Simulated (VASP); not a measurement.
# HfSi (F-43m) in VASP: notebook

One crystal, HfSi, is run at these levels: LDA; tasks: single point.

Everything below comes from runs of VASP 6.6.1. Logs are shortened: lines on timing, memory, paths and dates and some standing lists are left out, and cuts for length are marked.

## (1) The crystal as given

Symmetry: F-43m, No. 216, cubic system. The conventional cell has a = 5.820 Å, b = 5.820 Å, c = 5.820 Å, α = 90.00°, β = 90.00°, γ = 90.00°. Hf (site symmetry -43m) has 4 Si at 2.52 Å as nearest neighbours. Around Si (site symmetry -43m) lie 4 Hf at 2.52 Å.

The cell comes from a database or a generator and needn't be the stable form of this composition.

## (2) Single point, LDA

Contents of INCAR:

```
SYSTEM = HfSi
PREC     = Accurate       ! precision mode
ENCUT    = 520            ! plane-wave cutoff, eV
EDIFF    = 1E-6           ! SCF threshold, eV
ISMEAR   = 0              ! smearing method
SIGMA    = 0.05           ! smearing width, eV
LREAL    = .False.        ! projectors in reciprocal space
LASPH    = .True.         ! aspherical terms in the spheres
NELM     = 80             ! most SCF steps
ALGO     = Fast           ! electronic algorithm
ISIF     = 2              ! what is computed and relaxed
LWAVE    = .False.        ! write WAVECAR
LCHARG   = .False.        ! write CHGCAR
NBANDS   = 14             ! bands
```

Contents of KPOINTS:

```
regular mesh
0
Gamma
  6 6 6
  0 0 0
```

Contents of POSCAR:

```
HfSi
1.0
    0.0000000000      2.9101917669      2.9101917669
    2.9101917669      0.0000000000      2.9101917669
    2.9101917669      2.9101917669      0.0000000000
Hf Si
1 1
Direct
    0.0000000000      0.0000000000      0.0000000000
    0.2500000000      0.2500000000      0.2500000000
```

Potentials or basis: VASP PAW LDA potentials, release 64 (Hf_pv, Si).

Run with:

```console
$ cat potpaw_LDA.64/Hf_pv/POTCAR potpaw_LDA.64/Si/POTCAR > POTCAR
$ mpirun -np 1 vasp_std > vasp.out
```

OUTCAR:

```text
SYSTEM = HfSi
   PREC = Accurate
   ENCUT = 520
   EDIFF = 1E-6
   ISMEAR = 0
   LREAL = .False.
   LASPH = .True.
   NELM = 80
   ISIF = 2

 ion  position               nearest neighbor table
   1  0.000  0.000  0.000-   2 2.52   2 2.52   2 2.52   2 2.52
   2  0.250  0.250  0.250-   1 2.52   1 2.52   1 2.52   1 2.52

  LATTYP: Found a face centered cubic cell.
 ALAT       =     5.8203835338

  Lattice vectors:

 A1 = (   0.0000000000,   2.9101917669,   2.9101917669)
 A2 = (   2.9101917669,   0.0000000000,   2.9101917669)
 A3 = (   2.9101917669,   2.9101917669,   0.0000000000)

Analysis of symmetry for initial positions (statically):
=====================================================================
 Subroutine PRICEL returns:
 Original cell was already a primitive cell.

 Routine SETGRP: Setting up the symmetry group for a
 face centered cubic supercell.

 Subroutine GETGRP returns: Found 24 space group operations
 (whereof 24 operations were pure point group operations)
 out of a pool of 48 trial point group operations.

The static configuration has the point symmetry T_d .

Analysis of symmetry for dynamics (positions and initial velocities):
=====================================================================
 Subroutine PRICEL returns:
 Original cell was already a primitive cell.

 Routine SETGRP: Setting up the symmetry group for a
 face centered cubic supercell.

 Subroutine GETGRP returns: Found 24 space group operations
 (whereof 24 operations were pure point group operations)
 out of a pool of 48 trial point group operations.

The dynamic configuration has the point symmetry T_d .

 Subroutine INISYM returns: Found 24 space group operations
 (whereof 24 operations are pure point group operations),
 and found     1 'primitive' translations

----------------------------------------------------------------------------------------

                                     Primitive cell

  volume of cell :      49.2941

  direct lattice vectors                    reciprocal lattice vectors
     0.000000000  2.910191767  2.910191767    -0.171809984  0.171809984  0.171809984
     2.910191767  0.000000000  2.910191767     0.171809984 -0.171809984  0.171809984
     2.910191767  2.910191767  0.000000000     0.171809984  0.171809984 -0.171809984

  length of vectors
     4.115632666  4.115632666  4.115632666     0.297583621  0.297583621  0.297583621

  position of ions in fractional coordinates (direct lattice)
     0.000000000  0.000000000  0.000000000
     0.250000000  0.250000000  0.250000000

  ion indices of the primitive-cell ions
   primitive index   ion index
                 1           1
[... 79 lines left out ...]
   ISMEAR =     0;   SIGMA  =   0.05  broadening in eV -4-tet -1-fermi 0-gaus
   EFERMI_NEDOS =   21; number of points for ismear=-14 and -15
   IALGO  =     68    algorithm
   IMIX   =      4    mixing-type and parameters
     AMIX     =   0.40;   BMIX     =  1.00
     AMIX_MAG =   1.60;   BMIX_MAG =  1.00
  volume/ion in A,a.u.               =      24.65       166.33
  Fermi-wavevector in a.u.,A,eV,Ry     =   1.076100  2.033534 15.755422  1.157991
  Thomas-Fermi vector in A             =   2.211975
   LORBIT       =      0    0 simple, 1 ext, 2 COOP (PROOUT), +10 PAW based schemes
   GGA     = CA    functional components
   LHFCALC =     F    Hartree Fock is set to
   AEXX    =    0.0000 exact exchange contribution
   IVDW    =     0    specifies the selected vdW correction
   LEPSILON=     F    determine dielectric tensor
   LRPA    =     F    only Hartree local field effects (RPA)
 non-spin polarized calculation
 RMM-DIIS sequential band-by-band and
 Gauss-broadening in eV      SIGMA  =   0.05
  energy-cutoff  :      520.00
  volume of cell :       49.29
 maximum number of plane-waves:      1363
 NGX is ok and might be reduce to    32
   NGX = 15   NGY = 15   NGZ = 15

 number of electron      14.0000002 magnetization

 Free energy of the ion-electron system (eV)
  ---------------------------------------------------
  ext. energy  EPLUGINS =         0.00000000
  ---------------------------------------------------
  free energy    TOTEN  =       -15.38867249 eV

  energy without entropy =      -15.38777275  energy(sigma->0) =      -15.38822262

 E-fermi :   3.3727     XC(G=0):  -9.8249

 val. band max:        3.2307616793   @ k =   0.5000   0.5000   0.0000
 cond. band min:       3.3749391893   @ k =   0.3333   0.3333   0.0000
 fundamental gap:      0.1441775100
 Fermi energy:         3.3726575291

 k-point     1 :       0.0000    0.0000    0.0000
  band No.  band energies     occupation
      1     -27.1069      2.00000
      2     -27.1069      2.00000
      3     -27.1069      2.00000
      4      -5.2335      2.00000
      5       1.8918      2.00000
      6       1.8918      2.00000
      7       1.8918      2.00000
      8       5.0149      0.00000
      9       5.0149      0.00000
     10       7.8944      0.00000
     11      10.5538      0.00000
     12      10.5538      0.00000
     13      10.5538      0.00000
     14      12.7498      0.00000
[... 241 lines left out ...]
      1     -27.1595      2.00000
      2     -27.1384      2.00000
      3     -27.1302      2.00000
      4      -2.8745      2.00000
      5       0.4394      2.00000
      6       2.0061      2.00000
      7       3.0861      2.00000
      8       3.5448      0.00000
      9       5.2024      0.00000
     10       5.9278      0.00000
     11       6.8849      0.00000
     12       8.1551      0.00000
     13      12.8097      0.00000
     14      12.8640      0.00000

------------------------ aborting loop because EDIFF is reached ----------------------------------------

  FORCE on cell =-STRESS in cart. coord.  units (eV):
  Direction    XX          YY          ZZ          XY          YZ          ZX
  --------------------------------------------------------------------------------------
  -------------------------------------------------------------------------------------
  Total        1.2995978      1.2995978      1.2995978      0.0000000     -0.0000000      0.0000000
  in kB       42.2400807     42.2400807     42.2400807      0.0000000     -0.0000000      0.0000000
  external PRESSURE =      42.2400807 kB  Pullay stress =       0.0000000 kB

 VOLUME and BASIS-vectors are now :
 -----------------------------------------------------------------------------
  energy-cutoff  :      520.00
  volume of cell :       49.29
      direct lattice vectors                 reciprocal lattice vectors
     0.000000000  2.910191767  2.910191767    -0.171809984  0.171809984  0.171809984
     2.910191767  0.000000000  2.910191767     0.171809984 -0.171809984  0.171809984
     2.910191767  2.910191767  0.000000000     0.171809984  0.171809984 -0.171809984

 POSITION                                       TOTAL-FORCE (eV/Angst)
 -----------------------------------------------------------------------------------
      0.00000      0.00000      0.00000         0.000000      0.000000      0.000000
      1.45510      1.45510      1.45510        -0.000000      0.000000     -0.000000
 -----------------------------------------------------------------------------------
    total drift:                                0.000000      0.000000      0.000000

  FREE ENERGIE OF THE ION-ELECTRON SYSTEM (eV)
  ---------------------------------------------------
  free  energy   TOTEN  =       -15.3886724934 eV

  energy  without entropy=      -15.3877727478  energy(sigma->0) =      -15.38822262
```

OSZICAR:

```text
N       E                     dE             d eps       ncg     rms          rms(c)
DAV:   1     0.271371084075E+02    0.27137E+02   -0.67192E+03   448   0.856E+02
DAV:   2    -0.153945255492E+02   -0.42532E+02   -0.40327E+02   606   0.181E+02
DAV:   3    -0.168853423070E+02   -0.14908E+01   -0.14837E+01   592   0.237E+01
DAV:   4    -0.169026947878E+02   -0.17352E-01   -0.17351E-01   574   0.331E+00
DAV:   5    -0.169030144366E+02   -0.31965E-03   -0.31965E-03   568   0.418E-01    0.442E+01
RMM:   6    -0.154224391457E+02    0.14806E+01   -0.21978E+00   460   0.614E+00    0.238E+01
RMM:   7    -0.154693478971E+02   -0.46909E-01   -0.15844E+00   522   0.545E+00    0.478E+00
RMM:   8    -0.154136037914E+02    0.55744E-01   -0.37858E-01   456   0.302E+00    0.336E+00
RMM:   9    -0.153883097429E+02    0.25294E-01   -0.37700E-02   520   0.102E+00    0.745E-01
RMM:  10    -0.153888839761E+02   -0.57423E-03   -0.70774E-03   628   0.439E-01    0.757E-01
RMM:  11    -0.153886856754E+02    0.19830E-03   -0.12320E-03   513   0.195E-01    0.407E-01
RMM:  12    -0.153886738845E+02    0.11791E-04   -0.29934E-04   600   0.890E-02    0.173E-01
RMM:  13    -0.153886723295E+02    0.15550E-05   -0.43736E-05   654   0.364E-02    0.157E-01
RMM:  14    -0.153886724934E+02   -0.16391E-06   -0.66806E-06   501   0.142E-02
   1 F= -.15388672E+02 E0= -.15388223E+02  d E =-.899746E-03
```

stdout:

```text
POSCAR found type information on POSCAR HfSi
 POSCAR found :  2 types and       2 ions
 scaLAPACK will be used
 LDA part: xc-table for (Slater(with rela. corr.)+CA(PZ))
 , standard interpolation
 POSCAR, INCAR and KPOINTS ok, starting setup
 FFT: planning ... GRIDC
 FFT: planning ... GRID_SOFT
 FFT: planning ... GRID
 WAVECAR not read
 entering main loop
```

Run time: 12 s. Hardware: 1 thread of Intel Xeon Platinum 8259CL at 2.50GHz (Skylake/Cascade Lake), shared host; peak memory 0.15 GiB.

What came out:

| Item | Value |
| --- | --- |
| Free energy | -15.3887 eV |
| Pressure | 4.2 GPa |
| Band gap on the k mesh | none (metal or under the smearing width) |

Levels at points of the mesh, in eV from the Fermi level:
```tsv
k point	band 5	band 6	band 7	band 8	band 9	band 10
(0.00, 0.00, 0.00)	-1.48	-1.48	-1.48	1.64	1.64	4.52
(0.50, 0.00, 0.00)	-2.94	-1.11	-1.11	1.99	2.25	2.25
(0.50, 0.50, 0.00)	-3.50	-0.14	0.07	0.07	1.61	2.92
```

Spin-orbit coupling is left out, which matters for the levels of Hf.

## (3) Single point, LDA

This run uses another cell than the first one, of 25.46 Å³/atom, 1.033 times its volume.

Contents of INCAR:

```
  PREC = Accurate
  ENCUT = 520
  EDIFF = 1E-6
  ISMEAR = 0
  SIGMA = 0.05
  LREAL = False
  LASPH = True
  NELM = 100
  ALGO = Normal
  ISIF = 2
  LWAVE = False
  LCHARG = False
  NBANDS = 14
```

Contents of KPOINTS:

```
Automatic mesh
0
Gamma
  6 6 6
```

Contents of POSCAR:

```
HfSi
1.0
    0.0000000000      2.9417018004      2.9417018004
    2.9417018004      0.0000000000      2.9417018004
    2.9417018004      2.9417018004      0.0000000000
Hf Si
1 1
Direct
    0.0000000000      0.0000000000      0.0000000000
    0.2500000000      0.2500000000      0.2500000000
```

Potentials or basis: VASP PAW LDA potentials, release 64 (Hf_pv, Si).

Run with:

```console
$ cat potpaw_LDA.64/Hf_pv/POTCAR potpaw_LDA.64/Si/POTCAR > POTCAR
$ mpirun -np 1 vasp_std > vasp.out
```

Run time: 12 s. Hardware: 1 thread of Intel Xeon Platinum 8259CL at 2.50GHz (Skylake/Cascade Lake), shared host; peak memory 0.15 GiB.

It converged, with:

```
Free energy            : -15.4171 eV
Pressure               : 1.6 GPa
Band gap on the k mesh : none (metal or under the smearing width)
```

Levels at points of the mesh, in eV from the Fermi level:
| k point | band 5 | band 6 | band 7 | band 8 | band 9 | band 10 |
| --- | --- | --- | --- | --- | --- | --- |
| (0.00, 0.00, 0.00) | -1.45 | -1.45 | -1.45 | 1.60 | 1.60 | 4.33 |
| (0.50, 0.00, 0.00) | -2.92 | -1.08 | -1.08 | 1.90 | 2.17 | 2.17 |
| (0.50, 0.50, 0.00) | -3.43 | -0.12 | 0.02 | 0.02 | 1.51 | 2.81 |

The run has no spin-orbit coupling, so splittings on Hf are missing.

## (4) Single point, LDA

This run uses another cell than the first one, of 26.01 Å³/atom, 1.055 times its volume.

Contents of INCAR:

```
SYSTEM = HfSi
ALGO     = Fast           ! electronic algorithm
EDIFF    = 1E-6           ! SCF threshold, eV
ENCUT    = 520            ! plane-wave cutoff, eV
GGA      = CA             ! functional
ISIF     = 2              ! what is computed and relaxed
ISMEAR   = 0              ! smearing method
LASPH    = .TRUE.         ! aspherical terms in the spheres
LCHARG   = .FALSE.        ! write CHGCAR
LREAL    = .FALSE.        ! projectors in reciprocal space
LWAVE    = .FALSE.        ! write WAVECAR
NBANDS   = 14             ! bands
NELM     = 100            ! most SCF steps
PREC     = Accurate       ! precision mode
SIGMA    = 0.05           ! smearing width, eV
```

Contents of KPOINTS:

```
k-points
0
G
  6 6 6
  0 0 0
```

Contents of POSCAR:

```
HfSi
1.0
    0.0000000000      2.9627757018      2.9627757018
    2.9627757018      0.0000000000      2.9627757018
    2.9627757018      2.9627757018      0.0000000000
Hf Si
1 1
Direct
    0.0000000000      0.0000000000      0.0000000000
    0.2500000000      0.2500000000      0.2500000000
```

Run with:

```console
$ cat potpaw_LDA.64/Hf_pv/POTCAR potpaw_LDA.64/Si/POTCAR > POTCAR
$ mpirun -np 1 vasp_std > vasp.out
```

It took 15 s on 1 thread of Intel Xeon Platinum 8259CL at 2.50GHz (Skylake/Cascade Lake), shared host; peak memory 0.15 GiB.

Results (log left out):

```yaml
Free_energy: -15.4225 eV
Pressure: 0.0 GPa
Band_gap_on_the_k_mesh: none (metal or under the smearing width)
```

Levels at points of the mesh, in eV from the Fermi level:
| k point | band 3 | band 4 | band 5 | band 6 | band 7 | band 8 | band 9 | band 10 | band 11 | band 12 |
| --- | --- | --- | --- | --- | --- | --- | --- | --- | --- | --- |
| (0.00, 0.00, 0.00) | -30.65 | -8.42 | -1.41 | -1.41 | -1.41 | 1.58 | 1.58 | 4.22 | 6.98 | 6.98 |
| (0.50, 0.00, 0.00) | -30.66 | -6.85 | -2.88 | -1.06 | -1.06 | 1.86 | 2.13 | 2.13 | 4.69 | 4.69 |
| (0.50, 0.50, 0.00) | -30.67 | -6.21 | -3.37 | -0.09 | 0.00 | 0.00 | 1.47 | 2.75 | 3.02 | 3.02 |

## (5) Overview

| cell | gap on the mesh (eV) | pressure (GPa) |
| --- | --- | --- |
| F-43m, 24.65 Å³/atom | none | 4.2 |
| F-43m, 25.46 Å³/atom | none | 1.6 |
| F-43m, 26.01 Å³/atom | none | 0.0 |

Alike in all rows: task single point; level LDA; potentials or basis VASP PAW LDA potentials, release 64 (Hf_pv, Si); no spin polarisation; k mesh 6 × 6 × 6; cutoff (eV) 520; smearing gaussian 0.05 eV.

Every run on the cell as given and a fine mesh finds a metal.

Total energies depend on the potentials used, so only differences within one code and one set of settings carry meaning.
